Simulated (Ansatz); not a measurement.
# Pt (Pt, diamond): the cost of one run

Method: DFT PBE, plane waves (420 eV) with PAW, scalar-relativistic, in Ansatz 0.2.0.

**1. The structure to begin with**

It takes space group Fd-3m (No. 227, cubic). The conventional cell has a = 5.463 Å, b = 5.463 Å, c = 5.463 Å, α = 90.00°, β = 90.00°, γ = 90.00°. Pt (site symmetry -43m) has 4 Pt at 2.37 Å as nearest neighbours.

Coordinates:

```cif
data_structure
_symmetry_space_group_name_H-M 'P 1'
_symmetry_Int_Tables_number 1
_cell_length_a 3.8628
_cell_length_b 3.8628
_cell_length_c 3.8628
_cell_angle_alpha 60.000
_cell_angle_beta 60.000
_cell_angle_gamma 60.000
_cell_volume 40.76
loop_
_atom_site_label
_atom_site_type_symbol
_atom_site_fract_x
_atom_site_fract_y
_atom_site_fract_z
_atom_site_occupancy
Pt1 Pt 0.12500 0.12500 0.12500 1
Pt2 Pt 0.87500 0.87500 0.87500 1
```

Starting moments (μB): +1 ×2.

**2. Relaxing cell and atoms**

File input.yaml:

```yaml
crystal:
  lattice:
    - [0.0, 2.731412573, 2.731412573]
    - [2.731412573, 0.0, 2.731412573]
    - [2.731412573, 2.731412573, 0.0]
  atoms:
    - { symbol: Pt, position: [0.125, 0.125, 0.125], spin: 1.0 }
    - { symbol: Pt, position: [0.875, 0.875, 0.875], spin: 1.0 }
hamiltonian:
  xc: pbe
  pseudopotentials:
    kind: paw
    azcp:
      Pt: "pseudopotentials/Pt.paw.azcp"
basis:
  ecutwfc: 420
  fft_grid_basis: typed
kpoints:
  mp_grid: { grid: [10, 10, 10], shift: [0, 0, 0] }
magnetization:
  spin_polarized: true
scf:
  occupations: { method: fermi_dirac, width: 0.05 }
relax:
  max_steps: 60
  f_tol: 0.01
  cell: {}
```

Launch:

```
> ansatz run input.yaml --threads 2 --pin off --max-ram 6144MiB --backend cpu --events-out ev --progress --plain --runs-dir out
```

**Question.** How long does this run take on 2 threads of Arm Neoverse V1, shared host, and how much memory does it need?

About 28 s, with a peak of 0.35 GiB.
